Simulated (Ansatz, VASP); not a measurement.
# Two plane-wave programs on CdTe

```
Cd Te
1.0
     4.53255    0.00000    0.00000
     2.26628    3.92531    0.00000
     2.26628    1.30844    3.70081
Cd Te
1 1
Direct
  0.00000 0.00000 0.00000
  0.25000 0.25000 0.25000
```

Alike in both runs: task relaxation of cell and atoms; functional PBE; dispersion D4; k mesh 6 × 6 × 6; no spin polarisation.

|  | VASP | Ansatz |
| --- | --- | --- |
| version | VASP 6.6.1 | Ansatz 0.2.0 |
| potentials or method | VASP PAW PBE potentials, release 64 (Cd, Te) | plane waves, PAW |
| plane-wave cutoff (eV) | 600 | 510 |
| occupations | gaussian, width 0.01 eV | fixed |
| valence electrons in the cell | 18 | 36 |

```tsv
	VASP	Ansatz	Ansatz less VASP
relaxed volume (Å³/atom)	34.66	34.57	-0.088
relaxed cell length with the largest relative difference (Å)	4.611	4.607	-0.0039
energy change over the relaxation (meV/atom)	-12	-11	+1.1
```

The two sets of potentials don't hold the same shells in valence.

 Zero-point motion and thermal expansion aren't in these numbers.
